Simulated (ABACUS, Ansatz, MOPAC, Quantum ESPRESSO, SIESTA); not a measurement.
KMgF3: bulk modulus by level of theory

```cif
data_structure
_symmetry_space_group_name_H-M 'Pm-3m'
_symmetry_Int_Tables_number 221
_cell_length_a 3.9859
_cell_length_b 3.9859
_cell_length_c 3.9859
_cell_angle_alpha 90.000
_cell_angle_beta 90.000
_cell_angle_gamma 90.000
_cell_volume 63.33
loop_
_atom_site_label
_atom_site_type_symbol
_atom_site_symmetry_multiplicity
_atom_site_Wyckoff_symbol
_atom_site_fract_x
_atom_site_fract_y
_atom_site_fract_z
_atom_site_occupancy
K1 K 1 b 0.50000 0.50000 0.50000 1
Mg1 Mg 1 a 0.00000 0.00000 0.00000 1
F1 F 3 d 0.00000 0.00000 0.50000 1
```

| rung | level | program and potentials | cutoff (eV) | k mesh | smearing | core time | chip | bulk modulus (GPa) | notes |
| --- | --- | --- | --- | --- | --- | --- | --- | --- | --- |
| tight binding or semi-empirical | PM7 | MOPAC, the method's own minimal valence basis | - | 1 × 1 × 1 | none | 6.6 s | Arm Neoverse V2 | 115.2 | coarse mesh; Γ point of a 2 × 2 × 2 supercell |
| GGA | PBEsol | Ansatz, Ansatz PAW | 420 | 7 × 7 × 7 | fermi-dirac 0.05 | 7.5 s | Intel Xeon 6975P-C Granite Rapids | 72.3 | potentials made for PBE, which Ansatz adapts in part |
| GGA | PBE | Ansatz, Ansatz PAW | 420 | 7 × 7 × 7 | fermi-dirac 0.05 | 12 s | Intel Xeon Platinum 8375C Ice Lake | 66.5 | - |
| GGA | PBEsol | Ansatz, all-electron LAPW, scalar-relativistic | - | 7 × 7 × 7 | fermi-dirac 0.05 | 1.9 min | Intel Xeon Platinum 8375C Ice Lake | (a) | - |
| GGA | PBE | Quantum ESPRESSO, SSSP 1.3 efficiency PBE | 816 | 7 × 7 × 7 | fermi-dirac 0.05 | 4.2 min | Arm Neoverse V1 | 67.6 | - |
| GGA | PBE | ABACUS, PseudoDojo NC SR 0.4.1 PBE standard, plane waves | 1143 | 7 × 7 × 7 | fermi-dirac 0.05 | 7.1 min | Intel Xeon Platinum 8259CL Skylake/Cascade Lake | (b) | - |
| GGA | PBEsol | SIESTA, files PseudoDojo sr-pbesol-0.4.1-standard, DZP (energy shift 0.003 Ry; two zetas on semicore shells; d shell added on K) | - | 5 × 5 × 5 | fermi-dirac 0.05 | 7.5 min | Arm Neoverse V2 | 77.0 | atomic basis |

Times are single runs on shared hosts and different chips, so they are rough; meshes, cutoffs and the tasks' sizes weigh on the time. Task: equation of state. All rows: no spin polarisation. Smearing widths are in eV. The cell comes from a database and isn't always the measured one. Meshes differ between rows, which moves values too. Meshes are those of the run's cell of 5 atoms unless a note names another. Runs on faulty files, with rough fits or with known faults for this quantity aren't shown. No row holds spin-orbit coupling.

**Question.** Estimate the values left out from the other rows.

**Answer.** (a) 72.1 GPa; (b) 66.1 GPa.
